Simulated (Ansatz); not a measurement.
Strain and the gap of BP (zincblende)

BP (zincblende), relaxed with r2SCAN in the plane-wave code Ansatz. Space group F-43m (No. 216), cubic; conventional cell a = 4.537 Å, 11.67 Å³ an atom. B is surrounded by 4 P at 1.96 Å; P is surrounded by 4 B at 1.96 Å.

The axes x, y and z are those of this cell:
```xyz
2
Lattice="0.0000 2.2683 2.2683 2.2683 0.0000 2.2683 2.2683 2.2683 0.0000" Properties=species:S:1:pos:R:3 pbc="T T T"
B     0.0000    0.0000    0.0000
P     1.1342    1.1342    1.1342
```

Unstrained: With PBE the valence top lies at Γ and the conduction bottom at Γ–X (0.83 of the way from Γ), 1.238 eV higher; the smallest vertical gap, at Γ, is 3.405 eV. The r2SCAN gap is indirect, 1.410 eV (Γ to Γ–X (0.83 of the way from Γ)), below the direct gap of 3.602 eV at Γ. HSE06 gives an indirect gap of 1.964 eV, from Γ to Γ–X (0.83 of the way from Γ); the least direct gap is 4.344 eV at Γ. Meshes: PBE 10×10×10, r2SCAN 10×10×10, HSE06 6×6×6. Strains are changes of length per length, and xy shears are angles. After each strain the atoms were relaxed again with r2SCAN within the symmetry that the strain leaves, so tilts or polar shifts that break it weren't tested; points keep the names that they have in the unstrained zone. The values are computed, spin-unpolarised, and not measurements.

Changes of the least gap in eV (an overlap counts as a negative gap):
```tsv
strain	volume change (%)	space group	PBE	r2SCAN	HSE06	G0W0@PBE (mesh)	energy rise, r2SCAN (meV/atom)
epitaxial +5.0 % in the plane normal to [111], free normal strain -0.78 %	+9.4	R3m	-0.156	-0.169	-0.157	-0.25	75.1
isotropic -1.5 % on every length	-4.4	F-43m	-0.068	-0.066	-0.066	-0.10	13.0
xy shear, engineering strain (angle) +1.5 %	0.0	Imm2	-0.084	-0.087	-0.086	-0.12	1.6
uniaxial +5.0 % along [111]	+5.0	R3m	-0.117	-0.124	-0.120	-0.20	35.9
epitaxial -4.0 % in the xy plane, free normal strain +1.63 %	-6.3	I-4m2	-0.537	-0.558	-0.557	-0.56	51.1
```
Unstrained, G0W0@PBE with 97 empty bands, a screening cutoff of 150 eV and a 6×6×6 mesh gives 1.99 eV on its mesh; the band count follows the volume. G0W0 values are finite-basis, finite-mesh values.

Epitaxial +5.0 % in the plane normal to [111], free normal strain -0.78 %. HSE06: the gap goes from 1.964 to 1.807 eV (-0.157 eV); the edges go from Γ → Γ–X (0.83) to Γ → Γ–X (0.90); with r2SCAN the top three valence levels at Γ, degenerate before, become 1+2 from the top over 254 meV. Stress change with r2SCAN, compression positive: xx -12.39, yy -12.39, zz -12.39, xy +6.20, xz +6.20, yz +6.20 GPa.

Isotropic -1.5 % on every length. HSE06: the gap goes from 1.964 to 1.898 eV (-0.066 eV); the edges go from Γ → Γ–X (0.83) to Γ → Γ–X (0.84). Stress change with r2SCAN, compression positive: xx +8.36, yy +8.36, zz +8.36 GPa.

Xy shear, engineering strain (angle) +1.5 %. HSE06: the gap goes from 1.964 to 1.878 eV (-0.086 eV); the edges go from Γ → Γ–X (0.83) to Γ → Γ–X (0.84); with r2SCAN the top three valence levels at Γ, degenerate before, become 1+1+1 from the top over 126 meV. Stress change with r2SCAN, compression positive: xx +0.05, yy +0.05, zz 0.00, xy -2.96 GPa.

Uniaxial +5.0 % along [111], other directions held. HSE06: the gap goes from 1.964 to 1.844 eV (-0.120 eV); the edges go from Γ → Γ–X (0.83) to Γ → Γ–X (0.88); with r2SCAN the top three valence levels at Γ, degenerate before, become 2+1 from the top over 322 meV. Stress change with r2SCAN, compression positive: xx -7.18, yy -7.18, zz -7.18, xy -5.75, xz -5.75, yz -5.75 GPa.

Epitaxial -4.0 % in the xy plane, free normal strain +1.63 %. HSE06: the gap goes from 1.964 to 1.407 eV (-0.557 eV); the edges go from Γ → Γ–X (0.83) to Γ → Γ–X (0.84); with r2SCAN the top three valence levels at Γ, degenerate before, become 2+1 from the top over 656 meV. Stress change with r2SCAN, compression positive: xx +18.71, yy +18.71, zz 0.00 GPa.

Where an edge lies off the special points, it is a point of the mesh or the k point where a search put PBE's edge or least direct gap, reused for the other functionals, whose own edges may lie a little apart.

The meshes of the hybrids are coarse, so their gaps aren't converged to the digits shown.

The splittings at Γ are without spin-orbit coupling, which regroups them where it is of like size or larger.
